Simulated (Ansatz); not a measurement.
# CuO: from the end of a run back to its start

We look at CuO: a measured crystal structure (space group C2/c), with 4 atoms per cell. Source: COD entry 9015924; the sample's temperature and pressure aren't taken into account, and it need not be the stable phase.

```
Cu O
1.0
     2.34160   -1.71440    0.00000
     2.34160    1.71440    0.00000
    -0.82974    0.00000    5.06215
Cu O
2 2
Direct
  0.00000 0.50000 0.00000
  0.50000 0.00000 0.50000
  0.57190 0.42810 0.25000
  0.42810 0.57190 0.75000
```

Numbers behind element symbols give the atom's place in this list.

The calculation used Ansatz, DFT, PBE+U, PAW, plane waves, scalar-relativistic.

```json
{
  "Hubbard term (Dudarev form)": "U − J = 6.1 eV on Cu d, on Löwdin-orthonormalised all-electron atomic orbitals",
  "Plane-wave cutoff": "420 eV",
  "k-point mesh": "8×8×5 (Γ-centred)",
  "Occupations": "Fermi–Dirac smearing, 0.1 eV",
  "Valence electrons": "50"
}
```

Site moments are integrals over atomic spheres and don't add up to the total.

A static U favours moments and orbital order; the result depends on U and need not be the measured state.

The mesh is too coarse to rank close states of a metal with certainty: differences of some tens of meV/atom may change, at times in sign.

In a plain SCF nothing is tried after convergence.

One run gave this history:

```csv
iteration,Harris–Foulkes energy + 14380 (eV),largest residual (eV),M (μB),absolute moment (μB)
1,0.5811,1.97e+00,0.23,0.27
2,0.6892,5.95e-01,0.29,0.35
3,0.4816,2.66e-01,0.30,0.39
4,0.2859,1.11e-01,0.31,0.44
5,0.2232,4.25e-02,0.33,0.50
6,0.1847,2.94e-02,0.33,0.57
7,0.1595,4.01e-02,0.31,0.62
9,0.1197,1.09e-02,0.27,0.80
11,0.0483,1.03e-01,0.18,1.04
13,-0.0808,4.02e-01,0.06,1.32
14,-0.1682,6.45e-01,0.02,1.44
16,-0.1620,9.86e-02,0.01,1.48
18,-0.1735,4.07e-03,0.00,1.53
20,-0.1741,1.22e-03,0.00,1.53
22,-0.1739,5.21e-05,0.00,1.53
24,-0.1739,5.58e-07,0.00,1.53
26,-0.1739,2.98e-08,0.00,1.53
```

It ended antiferromagnetic, site moments Cu1 0.58, Cu2 -0.58 μB, total 0.00 μB per cell, a gap of 0.66 eV on the k-mesh.

Task: These set-ups ended in different states. Which one gave the run above?
A. a moment on one site alone, plain SCF [Cu1 1.00 μB]
B. parallel moments scaled by 0.1, plain SCF [Cu1 0.10, Cu2 0.10 μB]
C. no spin polarisation

Result: A. The others ended as follows, with energies against this run: “parallel moments scaled by 0.1, plain SCF” ferromagnetic, +30.7 meV/atom; “no spin polarisation” non-magnetic (no spin polarisation), +95.9 meV/atom.
